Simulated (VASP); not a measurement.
# SiC (P1) in VASP: reference runs

Aim: a first look at SiC with PBE, on the cell as given.

All numbers are computed with VASP 6.6.1; they aren't measurements. Logs are shortened: lines on timing, memory, paths and dates and some standing lists are left out, and cuts for length are marked.

### Step 1. The undisturbed crystal

The typed cell holds 4 atoms: a = 3.075 Å, b = 3.075 Å, c = 4.348 Å, α = 90.00°, β = 90.00°, γ = 90.00°.

### Step 2. Single point, PBE (all atoms moved at random, sigma 0.02 Å a component)

Contents of INCAR:

```
SYSTEM = SiC
  PREC = Accurate
  ENCUT = 520
  EDIFF = 1E-7
  ISMEAR = -1
  SIGMA = 0.05
  LREAL = .FALSE.
  LASPH = .TRUE.
  NELM = 100
  ALGO = Normal
  ISIF = 2
  LWAVE = .FALSE.
  LCHARG = .FALSE.
  GGA = PE
  NBANDS = 16
```

Contents of KPOINTS:

```
regular mesh
0
G
  9 9 6
  0 0 0
```

Contents of POSCAR:

```
SiC
1.0
    0.0000000000     -2.1740000000     -2.1740000000
    0.0000000000      2.1740000000     -2.1740000000
    4.3480000000      0.0000000000      0.0000000000
Si C
2 2
Direct
    0.4985606300      0.4983789700      0.4980589600
    0.0018930000      0.0127189800      0.0060094300
    0.0027547100      0.4939543200      0.2504868800
    0.4967916500      0.9949477300      0.7454447300
```

Potentials or basis: VASP PAW PBE potentials, release 64 (Si, C).

Started as:

```console
cat potpaw_PBE.64/Si/POTCAR potpaw_PBE.64/C/POTCAR > POTCAR
mpirun -np 1 vasp_std > vasp.out
```

OUTCAR:

```text
SYSTEM = SiC
   PREC = Accurate
   ENCUT = 520
   EDIFF = 1E-7
   ISMEAR = -1
   LREAL = .FALSE.
   LASPH = .TRUE.
   NELM = 100
   ISIF = 2
   GGA = PE

 ion  position               nearest neighbor table
   1  0.499  0.498  0.498-   3 1.87   4 1.87   4 1.88   3 1.89   2 3.02   2 3.03   2 3.07   2 3.07
                             2 3.08   2 3.08   2 3.12   2 3.13
   2  0.002  0.013  0.006-   3 1.82   4 1.90   3 1.92   4 1.92   1 3.02   1 3.03   1 3.07   1 3.07
                             1 3.08   1 3.08   1 3.12   1 3.13
   3  0.003  0.494  0.250-   2 1.82   1 1.87   1 1.89   2 1.92
   4  0.497  0.995  0.745-   1 1.87   1 1.88   2 1.90   2 1.92

  LATTYP: Found a simple tetragonal cell.
 ALAT       =     3.0745002846
 C/A-ratio  =     1.4142135624

  Lattice vectors:

 A1 = (   0.0000000000,  -2.1740000000,  -2.1740000000)
 A2 = (   0.0000000000,   2.1740000000,  -2.1740000000)
 A3 = (   4.3480000000,   0.0000000000,   0.0000000000)

Analysis of symmetry for initial positions (statically):
=====================================================================
 Subroutine PRICEL returns:
 Original cell was already a primitive cell.

 Routine SETGRP: Setting up the symmetry group for a
 simple tetragonal supercell.

 Subroutine GETGRP returns: Found  1 space group operations
 (whereof  1 operations were pure point group operations)
 out of a pool of 16 trial point group operations.

The static configuration has the point symmetry C_1 .

Analysis of symmetry for dynamics (positions and initial velocities):
=====================================================================
 Subroutine PRICEL returns:
 Original cell was already a primitive cell.

 Routine SETGRP: Setting up the symmetry group for a
 simple tetragonal supercell.

 Subroutine GETGRP returns: Found  1 space group operations
 (whereof  1 operations were pure point group operations)
 out of a pool of 16 trial point group operations.

The dynamic configuration has the point symmetry C_1 .

 Subroutine INISYM returns: Found  1 space group operations
 (whereof  1 operations are pure point group operations),
 and found     1 'primitive' translations

----------------------------------------------------------------------------------------

                                     Primitive cell

  volume of cell :      41.0997

  direct lattice vectors                    reciprocal lattice vectors
     0.000000000 -2.174000000 -2.174000000     0.000000000 -0.229990800 -0.229990800
     0.000000000  2.174000000 -2.174000000     0.000000000  0.229990800 -0.229990800
     4.348000000  0.000000000  0.000000000     0.229990800  0.000000000  0.000000000

  length of vectors
     3.074500285  3.074500285  4.348000000     0.325256109  0.325256109  0.229990800

  position of ions in fractional coordinates (direct lattice)
     0.498560630  0.498378970  0.498058960
     0.001893000  0.012718980  0.006009430
     0.002754710  0.493954320  0.250486880
     0.496791650  0.994947730  0.745444730

  ion indices of the primitive-cell ions
   primitive index   ion index
                 1           1
                 2           2
                 3           3
                 4           4

----------------------------------------------------------------------------------------

 KPOINTS: regular mesh

Automatic generation of k-mesh.
 Grid dimensions read from file:
 generate k-points for:    9    9    6

 Generating k-lattice:

  Cartesian coordinates                     Fractional coordinates (reciprocal lattice)
     0.000000000 -0.025554533 -0.025554533     0.111111111  0.000000000  0.000000000
     0.000000000  0.025554533 -0.025554533     0.000000000  0.111111111  0.000000000
     0.038331800  0.000000000  0.000000000     0.000000000  0.000000000  0.166666667

  Length of vectors
     0.036139568  0.036139568  0.038331800

  Shift w.r.t. Gamma in fractional coordinates (k-lattice)
     0.000000000  0.000000000  0.000000000

 Subroutine IBZKPT returns following result:
 ===========================================

 Found    244 irreducible k-points:

 Following reciprocal coordinates:
            Coordinates               Weight
  0.000000  0.000000  0.000000      1.000000
  0.111111  0.000000  0.000000      2.000000
  0.000000  0.111111  0.000000      2.000000
  0.222222  0.000000  0.000000      2.000000
  0.000000  0.222222  0.000000      2.000000
  0.333333  0.000000  0.000000      2.000000
[... 16 lines left out ...]
  0.111111  0.444444  0.000000      2.000000
  0.222222  0.222222  0.000000      2.000000
 [... further k-points ...]
   k-points           NKPTS =    244   k-points in BZ     NKDIM =    244   number of bands    NBANDS=     16
   number of dos      NEDOS =    301   number of ions     NIONS =      4
   total plane-waves  NPLWV =  18432
   dimension x,y,z NGX =    24 NGY =   24 NGZ =   32
   dimension x,y,z NGXF=    48 NGYF=   48 NGZF=   64
   ions per type =               2   2
   NGX,Y,Z   is equivalent  to a cutoff of  12.98, 12.98, 12.24 a.u.
   NGXF,Y,Z  is equivalent  to a cutoff of  25.95, 25.95, 24.47 a.u.
 SYSTEM =  SiC
   PREC   = accura    normal or accurate (medium, high low for compatibility)
   ISTART =      0    job   : 0-new  1-cont  2-samecut
   ICHARG =      2    charge: 1-file 2-atom 10-const
   ISPIN  =      1    spin polarized calculation?
   LNONCOLLINEAR =      F non collinear calculations
   LSORBIT =      F    spin-orbit coupling
   LASPH  =      T    aspherical Exc in radial PAW
   ENCUT  =  520.0 eV  38.22 Ry    6.18 a.u.   5.72  5.72  8.08*2*pi/ulx,y,z
   NELM   =    100;   NELMIN=  2; NELMDL= -5     # of ELM steps
   EDIFF  = 0.1E-06   stopping-criterion for ELM
   LREAL  =      F    real-space projection
   EDIFFG = 0.1E-05   stopping-criterion for IOM
   NSW    =      0    number of steps for IOM
   IBRION =     -1    ionic relax: 0-MD 1-quasi-New 2-CG
   NFREE  =      0    steps in history (QN), initial steepest desc. (CG)
   ISIF   =      2    stress and relaxation
   ISYM   =      2    0-nonsym 1-usesym 2-fastsym
   POTIM  = 0.5000    time-step for ionic-motion
   TEBEG  =    0.0;   TEEND  =   0.0 temperature during run
   PSTRESS=    0.0 pullay stress
   NELECT =      16.0000    total number of electrons
   NUPDOWN=      -1.0000    fix difference up-down
   EMIN   =  10.00;   EMAX   =-10.00  energy-range for DOS
   EFERMI =   0.00;   METHOD = LEGACY
   ISMEAR =    -1;   SIGMA  =   0.05  broadening in eV -4-tet -1-fermi 0-gaus
   EFERMI_NEDOS =   21; number of points for ismear=-14 and -15
   IALGO  =     38    algorithm
   IMIX   =      4    mixing-type and parameters
     AMIX     =   0.40;   BMIX     =  1.00
     AMIX_MAG =   1.60;   BMIX_MAG =  1.00
  volume/ion in A,a.u.               =      10.27        69.34
  Fermi-wavevector in a.u.,A,eV,Ry     =   1.195369  2.258920 19.441458  1.428907
  Thomas-Fermi vector in A             =   2.331336
   LORBIT       =      0    0 simple, 1 ext, 2 COOP (PROOUT), +10 PAW based schemes
   GGA     = PE    functional components
   LHFCALC =     F    Hartree Fock is set to
   AEXX    =    0.0000 exact exchange contribution
   IVDW    =     0    specifies the selected vdW correction
   LEPSILON=     F    determine dielectric tensor
   LRPA    =     F    only Hartree local field effects (RPA)
 non-spin polarized calculation
  energy-cutoff  :      520.00
  volume of cell :       41.10
 maximum number of plane-waves:      1128
   NGX = 11   NGY = 11   NGZ = 17

 number of electron      16.0000000 magnetization

 Free energy of the ion-electron system (eV)
  ---------------------------------------------------
  ext. energy  EPLUGINS =         0.00000000
  ---------------------------------------------------
  free energy    TOTEN  =       -30.04646964 eV

  energy without entropy =      -30.04646957  energy(sigma->0) =      -30.04646960

 E-fermi :   8.9272     XC(G=0): -11.3862

 val. band max:        8.3065754788   @ k =   0.0000   0.0000   0.0000
 cond. band min:       9.5264999179   @ k =   0.0000   0.0000   0.0000
 fundamental gap:      1.2199244391
 Fermi energy:         8.9272433927

 k-point     1 :       0.0000    0.0000    0.0000
  band No.  band energies     occupation
      1      -7.2818      2.00000
      2      -2.2254      2.00000
      3       0.3649      2.00000
      4       4.9401      2.00000
      5       5.0125      2.00000
      6       7.9766      2.00000
[... 8 lines left out ...]
     15      22.2555      0.00000
     16      22.2960      0.00000

 k-point     2 :       0.1111    0.0000    0.0000
  band No.  band energies     occupation
      1      -7.1203      2.00000
      2      -2.1851      2.00000
      3       0.4948      2.00000
      4       4.1439      2.00000
      5       5.0603      2.00000
      6       7.5207      2.00000
[... 8 lines left out ...]
     15      21.4312      0.00000
     16      21.8063      0.00000

 k-point     3 :       0.0000    0.1111    0.0000
  band No.  band energies     occupation
      1      -7.1199      2.00000
      2      -2.1794      2.00000
      3       0.4899      2.00000
      4       4.0717      2.00000
      5       5.1344      2.00000
      6       7.3335      2.00000
[... 8 lines left out ...]
     15      21.4399      0.00000
     16      21.7550      0.00000

 k-point     4 :       0.2222    0.0000    0.0000
  band No.  band energies     occupation
      1      -6.6412      2.00000
      2      -2.1877      2.00000
      3       0.8268      2.00000
      4       2.8386      2.00000
      5       5.4071      2.00000
      6       5.9739      2.00000
[... 8 lines left out ...]
     15      20.0581      0.00000
     16      20.5631      0.00000
[... 324 lines left out ...]
 k-point    22 :      -0.4444    0.1111    0.0000
  band No.  band energies     occupation
      1      -4.6845      2.00000
      2      -3.5056      2.00000
      3       1.7957      2.00000
      4       2.8943      2.00000
      5       3.4013      2.00000
      6       4.5196      2.00000
[... 8 lines left out ...]
     15      18.6389      0.00000
     16      19.5260      0.00000

 k-point    23 :       0.1111    0.4444    0.0000
  band No.  band energies     occupation
      1      -4.6792      2.00000
      2      -3.4785      2.00000
      3       1.6844      2.00000
      4       2.7879      2.00000
      5       3.4078      2.00000
      6       4.5348      2.00000
[... 8 lines left out ...]
     15      18.5714      0.00000
     16      19.4207      0.00000

 k-point    24 :       0.2222    0.2222    0.0000
  band No.  band energies     occupation
      1      -6.0073      2.00000
      2      -1.9998      2.00000
      3       1.1128      2.00000
      4       3.2131      2.00000
      5       3.5047      2.00000
      6       5.3772      2.00000
[... 8 lines left out ...]
     15      18.3167      0.00000
     16      18.7524      0.00000

 [... further k-points ...]

------------------------ aborting loop because EDIFF is reached ----------------------------------------

  FORCE on cell =-STRESS in cart. coord.  units (eV):
  Direction    XX          YY          ZZ          XY          YZ          ZX
  --------------------------------------------------------------------------------------
  -------------------------------------------------------------------------------------
  Total        1.3192584      1.3287369      1.3256248      0.4498296     -0.3504621     -0.4847005
  in kB       51.4282595     51.7977601     51.6764401     17.5355764    -13.6619620    -18.8949384
  external PRESSURE =      51.6341532 kB  Pullay stress =       0.0000000 kB

 VOLUME and BASIS-vectors are now :
 -----------------------------------------------------------------------------
  energy-cutoff  :      520.00
  volume of cell :       41.10
      direct lattice vectors                 reciprocal lattice vectors
     0.000000000 -2.174000000 -2.174000000     0.000000000 -0.229990800 -0.229990800
     0.000000000  2.174000000 -2.174000000     0.000000000  0.229990800 -0.229990800
     4.348000000  0.000000000  0.000000000     0.229990800  0.000000000  0.000000000

 POSITION                                       TOTAL-FORCE (eV/Angst)
 -----------------------------------------------------------------------------------
      2.16556     -0.00039     -2.16735         0.363217     -0.270969     -0.002405
      0.02613      0.02354     -0.03177        -1.147781     -0.742533      1.027805
      1.08912      1.06787     -1.07985         0.118946      0.906191     -0.563248
      3.24119      1.08299     -3.24304         0.665617      0.107311     -0.462152
 -----------------------------------------------------------------------------------
    total drift:                                0.000060     -0.000016      0.000037

  FREE ENERGIE OF THE ION-ELECTRON SYSTEM (eV)
  ---------------------------------------------------
  free  energy   TOTEN  =       -30.0464696405 eV

  energy  without entropy=      -30.0464695677  energy(sigma->0) =      -30.04646960
```

Run time: 1.8 min. Hardware: 1 thread of Intel Xeon Platinum 8375C at 2.90GHz (Ice Lake), shared host; peak memory 0.25 GiB.

What came out:

- Free energy: -30.0465 eV
- Pressure: 5.2 GPa
- Largest force: 1.710 eV/Å
- Band gap on the k mesh: 1.22 eV

Forces on the atoms (eV/Å):
```
Si   0.363 -0.271 -0.002
Si  -1.148 -0.743  1.028
C    0.119  0.906 -0.563
C    0.666  0.107 -0.462
```

Levels at points of the mesh, in eV from the valence-band top:
| k point | band 5 | band 6 | band 7 | band 8 | band 9 | band 10 | band 11 | band 12 |
| --- | --- | --- | --- | --- | --- | --- | --- | --- |
| (0.00, 0.00, 0.00) | -3.29 | -0.33 | -0.03 | 0.00 | 1.22 | 4.20 | 6.18 | 7.19 |
| (0.00, 0.00, 0.50) | -2.23 | -2.22 | -1.97 | -1.80 | 3.85 | 4.03 | 6.15 | 6.33 |

Caveat: an odd mesh through Γ misses points on the zone boundary, where band edges often lie; forces of over 1 eV/Å show positions far from the minimum, so gaps and moduli don't describe the material at rest.
